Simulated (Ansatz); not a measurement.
Runs of Ansatz 0.2.0 on Cu. The structure is cubic, space group Fm-3m (No. 225). Conventional cell: a = 3.615 Å, b = 3.615 Å, c = 3.615 Å, α = 90.00°, β = 90.00°, γ = 90.00°. Cu (site symmetry m-3m) has 12 Cu at 2.56 Å as nearest neighbours. 

| task | level | potentials or basis | spin | U | cell | k mesh | cutoff (eV) | smearing | start of the occupations | double counting | hubbard projectors | sphere radius (all atoms) | basis error allowed | other keys | mesh quality | gap on the mesh (eV) | pressure (GPa) | moment (μB) |
| --- | --- | --- | --- | --- | --- | --- | --- | --- | --- | --- | --- | --- | --- | --- | --- | --- | --- | --- |
| band structure | PBE | all-electron LAPW, relativistic spinors | SOC, no magnetisation | - | cell strained at random at fixed volume | 10 × 10 × 10 | 307 | gaussian 0.01 eV | - | - | - | - | 0.001 eV/atom | - | coarse | none | 2.0 | - |
| density of states | RPBE+D4+U | all-electron LAPW, non-relativistic | collinear, random start | Cu d U = 7 eV | as given | 13 × 13 × 13 | 295 | cold 0.1 eV | auto | amf | atomic | - | 0.001 eV/atom | - | not flagged | none | (a) | 0.00 |
| projected density of states | PBE exchange only | all-electron LAPW, relativistic spinors | SOC, no magnetisation | - | as given | 10 × 10 × 10 | 663 | fermi-dirac 0.05 eV | - | - | - | 0.895 Å | 0.001 eV/atom | hamiltonian.pseudopotentials.lapw.muffin_tin_radii = 0.895 | coarse | - | 23.6 | - |
| single point | PBE+D3(BJ)+U | all-electron LAPW, relativistic spinors | SOC, no magnetisation | Cu d U = 6 eV | as given | 10 × 10 × 10 | 272 | fermi-dirac 0.1 eV | auto | fll | atomic | - | 0.002 eV/atom | - | coarse | none | (b) | - |
| single point | PBE | all-electron LAPW, scalar-relativistic | off | - | as given | 5 × 5 × 5 | 272 | fermi-dirac 0.04 eV | - | - | - | - | 0.002 eV/atom | - | coarse | none | 1.0 | - |
| density of states | rPW86-PBE+rVV10 | all-electron PAW datasets made for the crystal | collinear, program default start | - | as given | 13 × 13 × 13 | 300 | gaussian 0.15 eV | - | - | - | - | - | scf.occupations.method = gaussian; scf.occupations.width = 0.15 | not flagged | none | 3.5 | 0.00 |

Estimate the missing entries.

(a) -3.4; (b) -4.0.

Caveats: some runs use coarse meshes; the k mesh is thin for a metal, which can move the energy by tens of meV per atom (some runs); pairwise dispersion overbinds metals, which lowers pressure and volume (some runs); U is the effective U less J, on atomic orbitals that reach past the spheres (some runs); the U is typed as a test and isn't derived for this compound (some runs); the starting moments weren't kept (some runs); so large a pressure means that the cell lies far from this level's equilibrium, or that cutoff or potentials fall short (some runs); U without spin polarisation on a metal has little footing (some runs).

A gap of «none» marks a metal or a gap under the smearing width.

The runs don't all hold the same shells in valence.
